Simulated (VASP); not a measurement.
# CaS (Fm-3m) in VASP: a series of runs

The runs below take CaS through single point, relaxation of cell and atoms, with PBEsol.

Everything below comes from runs of VASP 6.6.1. Logs are shortened: lines on timing, memory, paths and dates and some standing lists are left out, and cuts for length are marked.

## 1. The crystal as given

The structure is cubic, space group Fm-3m (No. 225). Conventional cell: a = 5.633 Å, b = 5.633 Å, c = 5.633 Å, α = 90.00°, β = 90.00°, γ = 90.00°. Ca (site symmetry m-3m) has 6 S at 2.82 Å as nearest neighbours. S (site symmetry m-3m) is surrounded by 6 Ca at 2.82 Å.

The cell comes from a database or a generator and needn't be the stable form of this composition.

## 2. Single point, PBEsol

INCAR reads:

```
ALGO = Normal
EDIFF = 1E-7
ENCUT = 520
GGA = PS
ISIF = 2
ISMEAR = 0
LASPH = T
LCHARG = F
LREAL = F
LWAVE = F
NBANDS = 15
NELM = 100
PREC = Accurate
SIGMA = 0.02
```

KPOINTS reads:

```
k-points
0
Gamma
  8 8 8
```

POSCAR reads:

```
CaS
1.0
    0.0000000000      2.8165830523      2.8165830523
    2.8165830523      0.0000000000      2.8165830523
    2.8165830523      2.8165830523      0.0000000000
Ca S
1 1
Direct
    0.0000000000      0.0000000000      0.0000000000
    0.5000000000      0.5000000000      0.5000000000
```

Potentials or basis: VASP PAW PBE potentials, release 64 (Ca_sv, S).

Command:

```
cat potpaw_PBE.64/Ca_sv/POTCAR potpaw_PBE.64/S/POTCAR > POTCAR
mpirun -np 1 vasp_std > vasp.out
```

OUTCAR:

```text
EDIFF = 1E-7
   ENCUT = 520
   GGA = PS
   ISIF = 2
   ISMEAR = 0
   LASPH = T
   LREAL = F
   NELM = 100
   PREC = Accurate

 ion  position               nearest neighbor table
   1  0.000  0.000  0.000-   2 2.82   2 2.82   2 2.82   2 2.82   2 2.82   2 2.82
   2  0.500  0.500  0.500-   1 2.82   1 2.82   1 2.82   1 2.82   1 2.82   1 2.82

  LATTYP: Found a face centered cubic cell.
 ALAT       =     5.6331661046

  Lattice vectors:

 A1 = (   0.0000000000,   2.8165830523,   2.8165830523)
 A2 = (   2.8165830523,   0.0000000000,   2.8165830523)
 A3 = (   2.8165830523,   2.8165830523,   0.0000000000)

Analysis of symmetry for initial positions (statically):
=====================================================================
 Subroutine PRICEL returns:
 Original cell was already a primitive cell.

 Routine SETGRP: Setting up the symmetry group for a
 face centered cubic supercell.

 Subroutine GETGRP returns: Found 48 space group operations
 (whereof 48 operations were pure point group operations)
 out of a pool of 48 trial point group operations.

The static configuration has the point symmetry O_h .

Analysis of symmetry for dynamics (positions and initial velocities):
=====================================================================
 Subroutine PRICEL returns:
 Original cell was already a primitive cell.

 Routine SETGRP: Setting up the symmetry group for a
 face centered cubic supercell.

 Subroutine GETGRP returns: Found 48 space group operations
 (whereof 48 operations were pure point group operations)
 out of a pool of 48 trial point group operations.

The dynamic configuration has the point symmetry O_h .

 Subroutine INISYM returns: Found 48 space group operations
 (whereof 48 operations are pure point group operations),
 and found     1 'primitive' translations

----------------------------------------------------------------------------------------

                                     Primitive cell

  volume of cell :      44.6887

  direct lattice vectors                    reciprocal lattice vectors
     0.000000000  2.816583052  2.816583052    -0.177520063  0.177520063  0.177520063
     2.816583052  0.000000000  2.816583052     0.177520063 -0.177520063  0.177520063
     2.816583052  2.816583052  0.000000000     0.177520063  0.177520063 -0.177520063

  length of vectors
     3.983249952  3.983249952  3.983249952     0.307473768  0.307473768  0.307473768

  position of ions in fractional coordinates (direct lattice)
     0.000000000  0.000000000  0.000000000
     0.500000000  0.500000000  0.500000000

  ion indices of the primitive-cell ions
   primitive index   ion index
                 1           1
                 2           2

----------------------------------------------------------------------------------------

 KPOINTS: k-points

Automatic generation of k-mesh.
 Grid dimensions read from file:
 generate k-points for:    8    8    8

 Generating k-lattice:

  Cartesian coordinates                     Fractional coordinates (reciprocal lattice)
    -0.022190008  0.022190008  0.022190008     0.125000000  0.000000000  0.000000000
     0.022190008 -0.022190008  0.022190008     0.000000000  0.125000000  0.000000000
     0.022190008  0.022190008 -0.022190008     0.000000000  0.000000000  0.125000000

  Length of vectors
     0.038434221  0.038434221  0.038434221

  Shift w.r.t. Gamma in fractional coordinates (k-lattice)
     0.000000000  0.000000000  0.000000000

 Subroutine IBZKPT returns following result:
 ===========================================

 Found     29 irreducible k-points:

 Following reciprocal coordinates:
            Coordinates               Weight
  0.000000  0.000000  0.000000      1.000000
  0.125000  0.000000  0.000000      8.000000
  0.250000  0.000000  0.000000      8.000000
  0.375000  0.000000  0.000000      8.000000
  0.500000  0.000000  0.000000      4.000000
  0.125000  0.125000  0.000000      6.000000
[... 16 lines left out ...]
  0.500000  0.250000  0.125000     48.000000
 -0.375000  0.250000  0.125000     24.000000
 [... further k-points ...]
   k-points           NKPTS =     29   k-points in BZ     NKDIM =     29   number of bands    NBANDS=     15
   number of dos      NEDOS =    301   number of ions     NIONS =      2
   total plane-waves  NPLWV =  27000
   dimension x,y,z NGX =    30 NGY =   30 NGZ =   30
   dimension x,y,z NGXF=    60 NGYF=   60 NGZF=   60
   ions per type =               1   1
   NGX,Y,Z   is equivalent  to a cutoff of  12.52, 12.52, 12.52 a.u.
   NGXF,Y,Z  is equivalent  to a cutoff of  25.04, 25.04, 25.04 a.u.
 SYSTEM =  unknown system
   PREC   = accura    normal or accurate (medium, high low for compatibility)
   ISTART =      0    job   : 0-new  1-cont  2-samecut
   ICHARG =      2    charge: 1-file 2-atom 10-const
   ISPIN  =      1    spin polarized calculation?
   LNONCOLLINEAR =      F non collinear calculations
   LSORBIT =      F    spin-orbit coupling
   LASPH  =      T    aspherical Exc in radial PAW
   ENCUT  =  520.0 eV  38.22 Ry    6.18 a.u.   7.41  7.41  7.41*2*pi/ulx,y,z
   NELM   =    100;   NELMIN=  2; NELMDL= -5     # of ELM steps
   EDIFF  = 0.1E-06   stopping-criterion for ELM
   LREAL  =      F    real-space projection
   EDIFFG = 0.1E-05   stopping-criterion for IOM
   NSW    =      0    number of steps for IOM
   IBRION =     -1    ionic relax: 0-MD 1-quasi-New 2-CG
   NFREE  =      0    steps in history (QN), initial steepest desc. (CG)
   ISIF   =      2    stress and relaxation
   ISYM   =      2    0-nonsym 1-usesym 2-fastsym
   POTIM  = 0.5000    time-step for ionic-motion
   TEBEG  =    0.0;   TEEND  =   0.0 temperature during run
   PSTRESS=    0.0 pullay stress
   NELECT =      16.0000    total number of electrons
   NUPDOWN=      -1.0000    fix difference up-down
   EMIN   =  10.00;   EMAX   =-10.00  energy-range for DOS
   EFERMI =   0.00;   METHOD = LEGACY
   ISMEAR =     0;   SIGMA  =   0.02  broadening in eV -4-tet -1-fermi 0-gaus
   EFERMI_NEDOS =   21; number of points for ismear=-14 and -15
   IALGO  =     38    algorithm
   IMIX   =      4    mixing-type and parameters
     AMIX     =   0.40;   BMIX     =  1.00
     AMIX_MAG =   1.60;   BMIX_MAG =  1.00
  volume/ion in A,a.u.               =      22.34       150.79
  Fermi-wavevector in a.u.,A,eV,Ry     =   1.162471  2.196752 18.386093  1.351340
  Thomas-Fermi vector in A             =   2.299032
   LORBIT       =      0    0 simple, 1 ext, 2 COOP (PROOUT), +10 PAW based schemes
   GGA     = PS    functional components
   LHFCALC =     F    Hartree Fock is set to
   AEXX    =    0.0000 exact exchange contribution
   IVDW    =     0    specifies the selected vdW correction
   LEPSILON=     F    determine dielectric tensor
   LRPA    =     F    only Hartree local field effects (RPA)
 non-spin polarized calculation
 Gauss-broadening in eV      SIGMA  =   0.02
  energy-cutoff  :      520.00
  volume of cell :       44.69
 maximum number of plane-waves:      1243
 NGX is ok and might be reduce to    30
   NGX = 15   NGY = 15   NGZ = 15

 number of electron      16.0000000 magnetization

 Free energy of the ion-electron system (eV)
  ---------------------------------------------------
  ext. energy  EPLUGINS =         0.00000000
  ---------------------------------------------------
  free energy    TOTEN  =       -10.91639653 eV

  energy without entropy =      -10.91639653  energy(sigma->0) =      -10.91639653

 E-fermi :   3.0176     XC(G=0):  -9.6491

 val. band max:        2.8860786549   @ k =   0.0000   0.0000   0.0000
 cond. band min:       5.0385374503   @ k =   0.5000   0.5000   0.0000
 fundamental gap:      2.1524587953
 Fermi energy:         3.0175941737

 k-point     1 :       0.0000    0.0000    0.0000
  band No.  band energies     occupation
      1     -35.9988      2.00000
      2     -17.0654      2.00000
      3     -17.0654      2.00000
      4     -17.0654      2.00000
      5      -8.5552      2.00000
      6       2.8861      2.00000
      7       2.8861      2.00000
      8       2.8861      2.00000
      9       6.9614      0.00000
     10       6.9614      0.00000
     11       6.9614      0.00000
     12       7.0606      0.00000
     13       7.6198      0.00000
     14       7.6198      0.00000
     15      13.5970      0.00000

 k-point     2 :       0.1250    0.0000    0.0000
  band No.  band energies     occupation
      1     -35.9967      2.00000
      2     -17.0961      2.00000
      3     -17.0676      2.00000
      4     -17.0676      2.00000
      5      -8.4354      2.00000
      6       2.1825      2.00000
      7       2.6391      2.00000
      8       2.6391      2.00000
      9       6.9642      0.00000
     10       7.2046      0.00000
     11       7.2046      0.00000
     12       7.8532      0.00000
     13       8.0575      0.00000
     14       8.0575      0.00000
     15      13.8504      0.00000

 k-point     3 :       0.2500    0.0000    0.0000
  band No.  band energies     occupation
      1     -35.9917      2.00000
      2     -17.1686      2.00000
      3     -17.0731      2.00000
      4     -17.0731      2.00000
      5      -8.1310      2.00000
      6       0.9526      2.00000
      7       2.1599      2.00000
      8       2.1599      2.00000
      9       7.0839      0.00000
     10       7.8202      0.00000
     11       7.8202      0.00000
     12       9.1395      0.00000
     13       9.1395      0.00000
     14       9.2337      0.00000
     15      13.3700      0.00000
[... 343 lines left out ...]
 k-point    23 :       0.5000    0.2500    0.1250
  band No.  band energies     occupation
      1     -35.9841      2.00000
      2     -17.2147      2.00000
      3     -17.1207      2.00000
      4     -17.0908      2.00000
      5      -7.7842      2.00000
      6       0.2393      2.00000
      7       1.4889      2.00000
      8       1.7312      2.00000
      9       7.1186      0.00000
     10       8.7902      0.00000
     11       9.0869      0.00000
     12       9.2350      0.00000
     13       9.8632      0.00000
     14      11.4638      0.00000
     15      11.8149      0.00000

 k-point    24 :      -0.3750    0.2500    0.1250
  band No.  band energies     occupation
      1     -35.9824      2.00000
      2     -17.2297      2.00000
      3     -17.1245      2.00000
      4     -17.0964      2.00000
      5      -7.6967      2.00000
      6       0.0999      2.00000
      7       1.2909      2.00000
      8       1.6370      2.00000
      9       7.8210      0.00000
     10       8.1713      0.00000
     11       9.4108      0.00000
     12       9.7463      0.00000
     13      10.0318      0.00000
     14      10.9774      0.00000
     15      12.3760      0.00000

 [... further k-points ...]
[... 5 lines left out ...]
  --------------------------------------------------------------------------------------
  -------------------------------------------------------------------------------------
  Total        0.0546185      0.0546185      0.0546185      0.0000000      0.0000000      0.0000000
  in kB        1.9581788      1.9581788      1.9581788      0.0000000      0.0000000      0.0000000
  external PRESSURE =       1.9581788 kB  Pullay stress =       0.0000000 kB

 VOLUME and BASIS-vectors are now :
 -----------------------------------------------------------------------------
  energy-cutoff  :      520.00
  volume of cell :       44.69
      direct lattice vectors                 reciprocal lattice vectors
     0.000000000  2.816583052  2.816583052    -0.177520063  0.177520063  0.177520063
     2.816583052  0.000000000  2.816583052     0.177520063 -0.177520063  0.177520063
     2.816583052  2.816583052  0.000000000     0.177520063  0.177520063 -0.177520063

 POSITION                                       TOTAL-FORCE (eV/Angst)
 -----------------------------------------------------------------------------------
      0.00000      0.00000      0.00000         0.000000     -0.000000     -0.000000
      2.81658      2.81658      2.81658        -0.000000      0.000000      0.000000
 -----------------------------------------------------------------------------------
    total drift:                               -0.000000      0.000000      0.000000

  FREE ENERGIE OF THE ION-ELECTRON SYSTEM (eV)
  ---------------------------------------------------
  free  energy   TOTEN  =       -10.9163965310 eV

  energy  without entropy=      -10.9163965310  energy(sigma->0) =      -10.91639653
```

Wall time 12 s (1 thread of Intel Xeon 6975P-C (Granite Rapids), shared host); peak memory 0.17 GiB.

What came out:

- Free energy: -10.9164 eV
- Pressure: 0.2 GPa
- Band gap on the k mesh: 2.15 eV, indirect (least direct gap 3.00 eV)

Levels at points of the mesh, in eV from the valence-band top:
```tsv
k point	band 6	band 7	band 8	band 9	band 10	band 11
(0.00, 0.00, 0.00)	0.00	0.00	0.00	4.08	4.08	4.08
(0.50, 0.00, 0.00)	-3.28	-1.25	-1.25	5.12	6.12	6.27
(0.50, 0.50, 0.00)	-2.39	-0.84	-0.84	2.15	5.64	6.05
```

Caveat: the PAW data sets were made with another functional, which shifts forces and pressure a little. A k mesh can miss the band edges.

## 3. Relaxation of cell and atoms, PBEsol

This run uses another cell than the first one, of 23.21 Å³/atom, 1.039 times its volume.

INCAR reads:

```
  PREC = Accurate
  ENCUT = 600
  EDIFF = 1E-7
  ISMEAR = 0
  SIGMA = 0.02
  LREAL = False
  LASPH = True
  NELM = 100
  ALGO = Normal
  ISIF = 3
  LWAVE = False
  LCHARG = False
  GGA = PS
  IBRION = 2
  NSW = 100
  EDIFFG = -0.002
```

KPOINTS reads:

```
Automatic mesh
0
Gamma
  8 8 8
```

POSCAR reads:

```
CaS
1.0
    0.0000000000      2.8523742900      2.8523742900
    2.8523742900      0.0000000000      2.8523742900
    2.8523742900      2.8523742900      0.0000000000
Ca S
1 1
Direct
    0.0000000000      0.0000000000      0.0000000000
    0.5000000000      0.5000000000      0.5000000000
```

Potentials or basis: VASP PAW PBE potentials, release 64 (Ca_sv, S).

Command:

```
cat potpaw_PBE.64/Ca_sv/POTCAR potpaw_PBE.64/S/POTCAR > POTCAR
mpirun -np 1 vasp_std > vasp.out
```

Wall time 24 s (1 thread of Intel Xeon 6975P-C (Granite Rapids), shared host); peak memory 0.19 GiB.

The run converged. Its results:

| Item | Value |
| --- | --- |
| Free energy | -10.9175 eV |
| Relaxed volume | 22.43 Å³/atom |
| Relaxed cell | a = 3.988 Å, b = 3.988 Å, c = 3.988 Å, α = 60.00°, β = 60.00°, γ = 60.00° |
| Space group after relaxing (to 0.05 Å) | Fm-3m (No. 225) |
| Energy gained by relaxing | 4.9 meV/atom |
| Ionic steps | 3 |
| Pressure after relaxing | 0.0 GPa |
| Band gap on the k mesh | 2.16 eV, indirect (least direct gap 3.00 eV) |

The path:
| step | energy change (eV) | largest force (eV/Å) | pressure (GPa) | volume (Å³) |
| --- | --- | --- | --- | --- |
| 1 | 0.0000 | 0.0000 | -1.95 | 46.41 |
| 2 | -0.0093 | 0.0000 | 0.45 | 44.54 |
| 3 | -0.0097 | 0.0000 | 0.00 | 44.86 |

Final structure:
```
Ca S
1.0
     0.00000    2.82024    2.82024
     2.82024    0.00000    2.82024
     2.82024    2.82024    0.00000
Ca S
1 1
Direct
  0.00000 0.00000 0.00000
  0.50000 0.50000 0.50000
```

Levels at points of the mesh, in eV from the valence-band top:
```csv
k point,band 6,band 7,band 8,band 9,band 10,band 11
"(0.00, 0.00, 0.00)",0.00,0.00,0.00,4.08,4.08,4.08
"(0.50, 0.00, 0.00)",-3.26,-1.24,-1.24,5.11,6.11,6.25
"(0.50, 0.50, 0.00)",-2.38,-0.84,-0.84,2.16,5.63,6.03
```

Caveat: the PAW data sets were made with another functional, which shifts forces and pressure a little. As with any semilocal functional, this PBEsol gap is likely too small.
